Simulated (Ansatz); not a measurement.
Crystal: Ir.

```
Ir
1.0
     2.75138    0.00000    0.00000
    -1.37569    2.38276    0.00000
     0.00000    0.00000    4.46229
Ir
2
Direct
  0.33333 0.66667 0.25000
  0.66667 0.33333 0.75000
```

This isn't the form of Ir at room conditions, which is fcc.

- Program: Ansatz 0.2.0
- Task: relaxation of cell and atoms
- Functional: PBE
- Dispersion: D4
- Potentials or basis: Ansatz PAW
- Cutoff: 420 eV (not typed: the program's choice for these potentials)
- k mesh: 11 × 11 × 6
- Occupations: fermi-dirac, width 0.05 eV
- Spin: no spin polarisation

At the start: volume 14.63 Å³/atom.

Where does the relaxation end?

It ends after 5 steps and the volume is 14.20 Å³/atom (-2.9 %); space group P6_3/mmc (No. 194, to 0.05 Å).

Step by step:
```tsv
step	energy change (eV)	largest force (eV/Å)	volume (Å³)
1	0.0000	0.0000	29.25
2	-0.0281	0.0000	28.51
3	-0.0286	0.0000	28.40
4	-0.0286	0.0000	28.40
5	-0.0281	0.0000	28.40
```

Final structure:
```yaml
crystal:
  lattice:
    - [2.72485, 0.00000, 0.00000]
    - [-1.36242, 2.35979, 0.00000]
    - [0.00000, 0.00000, 4.41703]
  atoms:
    - { symbol: Ir, position: [0.33333, 0.66667, 0.25000] }
    - { symbol: Ir, position: [0.66667, 0.33333, 0.75000] }
```

Caveat: the plane-wave basis is chosen anew once the cell has moved, so the energies of steps on either side of that aren't comparable; pairwise dispersion overbinds metals, which lowers pressure and volume.
